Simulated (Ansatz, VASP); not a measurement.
# One calculation of Si, two programs

```xyz
2
Lattice="0.0000 2.7155 2.7155 2.7155 0.0000 2.7155 2.7155 2.7155 0.0000" Properties=species:S:1:pos:R:3 pbc="T T T"
Si    2.7155    2.7155    2.7155
Si    4.0732    4.0732    4.0732
```

Alike in both runs: task single point; functional LDA; k mesh 11 × 11 × 11; occupations fermi-dirac, width 0.08 eV; no spin polarisation.

```csv
,VASP,Ansatz
version,VASP 6.6.1,Ansatz 0.2.0
potentials or method,"VASP PAW LDA potentials, release 64 (Si), cutoff 520 eV","all-electron LAPW, scalar-relativistic"
```

```csv
,VASP,Ansatz,Ansatz less VASP
pressure (GPa),-1.5,-1.6,-0.09
```

Ansatz ran all-electron here, so the differences hold the error of VASP's frozen core and of both bases.
